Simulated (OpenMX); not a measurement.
Runs of OpenMX 3.8.5 on MgB2. Symmetry: P6/mmm, No. 191, hexagonal system. The conventional cell has a = 3.085 Å, b = 3.085 Å, c = 3.523 Å, α = 90.00°, β = 90.00°, γ = 120.00°. Mg (site symmetry 6/mmm) has 12 B at 2.51 Å as nearest neighbours. B (site symmetry -6m2) is surrounded by 3 B at 1.78 Å. 

```tsv
task	level	potentials or basis	k mesh	grid points, held for all volumes	max SCF cycles	pressure (GPa)	V0 of scaled cells (Å³/atom)	B0 (GPa)	largest force (eV/Å)
equation of state	PBE	OpenMX 2013 PBE set, Mg7.0-s3p2, B7.0-s2p2, fixed grid of 36 × 36 × 48 points	11 × 11 × 9	36 × 36 × 48	-	-	9.78	(b)	-
band structure	PBE	OpenMX 2013 PBE set, Mg7.0-s3p2, B7.0-s2p2, grid cutoff 500 Ry	11 × 11 × 9	-	100	1.6	-	-	0.01
band structure	LDA	OpenMX 2013 LDA set, Mg7.0-s3p2d1, B7.0-s2p2d1, grid cutoff 500 Ry	11 × 11 × 9	-	100	-6.9	-	-	0.01
equation of state	LDA	OpenMX 2013 LDA set, Mg7.0-s3p2d1, B7.0-s2p2d1, fixed grid of 36 × 36 × 48 points	11 × 11 × 9	36 × 36 × 48	-	-	(a)	162	-
band structure	PBE	OpenMX 2013 PBE set, Mg7.0-s3p2, B7.0-s2p2, grid cutoff 500 Ry	7 × 7 × 7	-	100	1.8	-	-	0.01
band structure	PBE	OpenMX 2013 PBE set, Mg7.0-s3p2d1, B7.0-s2p2d1, grid cutoff 500 Ry	7 × 7 × 7	-	100	-0.3	-	-	0.01
```

Alike in all rows: no spin polarisation; cell as given; smearing fermi-dirac 0.05 eV.

**Question.** Fill in the values left out.

**Answer.** (a) 9.24; (b) 143.

Caveats: the basis of atomic orbitals isn't converged, which shifts pressures, moduli and gaps; volumes in these bases differ from converged ones by about 1 %, for some elements by several (some runs); the cell was scaled at fixed shape and fractional positions, which overstates the stiffness of a crystal with free parameters, most of all of layers and chains (some runs).
